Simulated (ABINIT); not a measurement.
Crystal: Mg.

```
Mg
1.0
     3.17683    0.00000    0.00000
    -1.58841    2.75121    0.00000
     0.00000    0.00000   10.31886
Mg
4
Direct
  0.66667 0.33333 0.75000
  0.00000 0.00000 0.50000
  0.33333 0.66667 0.25000
  0.00000 0.00000 0.00000
```

Base run:

| Property | Result |
| --- | --- |
| Program | ABINIT 10.8.3 (patched build) |
| Functional | PBEsol |
| Potentials or basis | JTH PAW PBE v2.0 |
| Cutoff | 517 eV |
| k mesh | 10 × 10 × 3 |
| Occupations | fermi-dirac, width 0.05 eV |
| Spin | no spin polarisation |

Its results: band gap on the k mesh none (metal or under the smearing width); pressure -0.2 GPa.

Task: After a change of settings the same cell gave: band gap on the k mesh none (metal or under the smearing width); pressure 1.4 GPa. Which change was it?
A. functional from PBEsol to AM05
B. functional from PBEsol to HCTH407
C. functional from PBEsol to revPBE
D. k mesh from 10 × 10 × 3 to 13 × 13 × 4

Result: C.

revPBE binds less tightly than PBEsol, so the same cell stands under more pressure.

Caveats: the PAW data sets were made with another functional, which shifts forces and pressure a little.

Not every run made on this cell is shown here.
